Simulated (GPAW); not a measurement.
Input of a GPAW 26.7.0 run:

File run.py:

```python
from ase import Atoms
from ase.dft.bandgap import bandgap
from ase.io import write
from ase.units import GPa
from gpaw import GPAW, PW

atoms = Atoms(['Zr', 'C'],
              cell=[[0.0, 2.365, 2.365],
                    [2.365, 0.0, 2.365],
                    [2.365, 2.365, 0.0]],
              scaled_positions=[[0.5, 0.5, 0.5],
                                [0.0, 0.0, 0.0]],
              pbc=True)

calc = GPAW(mode=PW(600),
            xc='PBE',
            kpts={'size': (8, 8, 8), 'gamma': True},
            occupations={'name': 'fermi-dirac', 'width': 0.05},
            nbands=18,
            maxiter=120,
            txt='gpaw.txt')
atoms.calc = calc
energy = atoms.get_potential_energy()
forces = atoms.get_forces()
stress = atoms.get_stress()
calc.write('gs.gpw')
write('result.traj', atoms)
print(f'Energy: {energy:.6f} eV')
print('Forces (eV/A):')
print(forces.round(4))
print('Stress (GPa):', (stress / GPa).round(3))
print('Fermi level:', round(calc.get_fermi_level(), 4), 'eV')
print(f'Gap: {bandgap(calc)[0]:.4f} eV, direct: {bandgap(calc, direct=True)[0]:.4f} eV')
```

Potentials or basis: GPAW PAW data sets (gpaw-data 1.2.1), pw.

Run with:

```console
$ OMP_NUM_THREADS=1 python run.py
```

(1) What does it give for the pressure?

(2) Estimate the band gap on the k mesh.

## Answers

(1) -3.8 GPa.

(2) none (metal or under the smearing width).

Caveat: the cutoff is short for stress and forces, so pressures can be off by a GPa or more.
